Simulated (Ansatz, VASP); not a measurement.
CdSe: VASP beside Ansatz

```
CELL_PARAMETERS angstrom
0.00000 3.09841 3.09841
3.09841 0.00000 3.09841
3.09841 3.09841 0.00000
ATOMIC_POSITIONS crystal
Cd 0.00000 0.00000 0.00000
Se 0.75000 0.75000 0.75000
```

Measurements of this composition are mostly on another form, of space group No. 186.

Alike in both runs: task relaxation of cell and atoms; functional PBEsol; k mesh 10 × 10 × 10; occupations gaussian, width 0.02 eV; no spin polarisation.

```csv
,VASP,Ansatz
version,VASP 6.6.1,Ansatz 0.2.0
potentials or method,"VASP PAW PBE potentials, release 64 (Cd, Se)","scalar-relativistic, plane waves, PAW"
plane-wave cutoff (eV),600,420
valence electrons in the cell,18,36
```

|  | VASP | Ansatz | Ansatz less VASP |
| --- | --- | --- | --- |
| gap on the k mesh at the Fermi level, each at its own relaxed structure (eV) | 0.47 | 0.48 | +0.008 |
| relaxed volume (Å³/atom) | 28.27 | 28.12 | -0.151 |
| relaxed cell length with the largest relative difference (Å) | 4.308 | 4.300 | -0.0077 |
| energy change over the relaxation (meV/atom) | -11 | -14 | -2.4 |

The two sets of potentials don't hold the same shells in valence.

Caveats: the PAW data sets were made with another functional, which shifts forces and pressure a little (VASP).
